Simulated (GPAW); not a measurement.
A run of GPAW 26.7.0 is set up as follows.

Contents of run.py:

```python
from ase import Atoms
from ase.eos import EquationOfState
from ase.io import Trajectory
from ase.units import GPa
from gpaw import GPAW, PW

atoms = Atoms(['W', 'C'],
              cell=[[2.9065, 0.0, 0.0],
                    [-1.45325, 2.5171028361, 0.0],
                    [0.0, 0.0, 2.8366]],
              scaled_positions=[[0.0, 0.0, 0.0],
                                [0.6666666667, 0.3333333333, 0.5]],
              pbc=True)

traj = Trajectory('eos.traj', 'w')
volumes, energies = [], []
for x in [0.94, 0.96, 0.98, 1.0, 1.02, 1.04, 1.06]:
    a = atoms.copy()
    a.set_cell(atoms.cell * x**(1 / 3), scale_atoms=True)
    calc = GPAW(mode=PW(800),
                xc='PBE',
                kpts={'size': (10, 10, 9), 'gamma': True},
                occupations={'name': 'fermi-dirac', 'width': 0.05},
                nbands=19,
                convergence={'density': 1e-05, 'energy': 1e-05},
                maxiter=150,
                txt=f'eos-{x:.2f}.txt')
    a.calc = calc
    energies.append(a.get_potential_energy(force_consistent=True))
    volumes.append(a.get_volume())
    p = -a.get_stress()[:3].mean() / GPa
    calc.write(f'eos-{x:.2f}.gpw')
    traj.write(a)
    print(f'{x:.2f} {volumes[-1]:10.4f} A^3 {energies[-1]:14.6f} eV {p:9.3f} GPa', flush=True)

v0, e0, B = EquationOfState(volumes, energies, eos='birchmurnaghan').fit()
print(f'V0 = {v0:.4f} A^3, E0 = {e0:.6f} eV, B0 = {B / GPa:.2f} GPa')
```

Potentials or basis: GPAW PAW data sets (gpaw-data 1.2.1), pw.

Command:

```bash
$ OMP_NUM_THREADS=1 python run.py
```

Q: What does it give for the pressure derivative of the bulk modulus?

A: 4.3.

Q: What does it give for the bulk modulus at fixed shape and positions?

A: 389 GPa.

Q: Estimate the equilibrium volume.

A: 10.52 Å³/atom.

Energy against volume, from the lowest point:
```tsv
volume (Å³/atom)	energy (meV/atom)
9.754	77.39
9.961	39.54
10.169	14.86
10.376	2.08
10.584	0.00
10.791	7.57
10.999	23.81
```

Caveat: the cell was scaled at fixed shape and fractional positions, which overstates the stiffness of a crystal with free parameters, most of all of layers and chains. Spin-orbit coupling is left out, which matters for the levels of W.
